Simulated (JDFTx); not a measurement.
# AgBr under changes of volume

One of the cells (23.644 Å³/atom); the others are scaled copies at fixed shape and fractional positions:

```
Ag Br
1.0
     0.00000    2.87015    2.87015
     2.87015    0.00000    2.87015
     2.87015    2.87015    0.00000
Ag Br
1 1
Cartesian
  0.0000 0.0000 0.0000
  2.8702 2.8702 2.8702
```

```yaml
Program: JDFTx 1.7.0 (patched build)
Functional: PBEsol
Potentials_or_basis: PseudoDojo-SR-PBEsol-0.4.1-standard with smoothed tails
Cutoff: 1116 eV
Density_cutoff: 8925 eV
k_mesh: 8 × 8 × 8
Occupations: fermi-dirac, width 0.05 eV
Spin: no spin polarisation
```

| volume (Å³/atom) | energy over the lowest point (meV/atom) | pressure (GPa) | gap on the mesh (eV) |
| --- | --- | --- | --- |
| 22.225 | 2.72 | 1.5 | 0.50 |
| 22.698 | 0.00 | 0.3 | 0.50 |
| 23.171 | 0.62 | -0.8 | 0.50 |
| 23.644 | 4.17 | -1.7 | 0.50 |
| 24.116 | 10.28 | -2.5 | 0.51 |
| 24.589 | 18.61 | -3.2 | 0.52 |
| 25.062 | ? | ? | ? |

What does the run at 25.062 Å³/atom give?

Energy over the lowest point 28.91 meV/atom; pressure -3.9 GPa; gap on the mesh 0.52 eV.

Worked out: A Birch-Murnaghan fit of order 3 (a polynomial in V^(-2/3)) to the other rows has its minimum at 22.84 Å³/atom with B0 = V·E''(V) = 53 GPa and B' = 5.5. It gives 28.90 meV/atom at 25.062 Å³/atom, against the run's 28.91, and -dE/dV = -3.8 GPa, against -3.9. A straight line through the other rows of the gap, of slope 0.182 eV per unit of ln V, extrapolates to 0.52 eV, against the run's 0.52.

Energies are extrapolated to zero smearing.

A mesh can miss the band edges. Spin-orbit coupling on Ag, Br is left out.
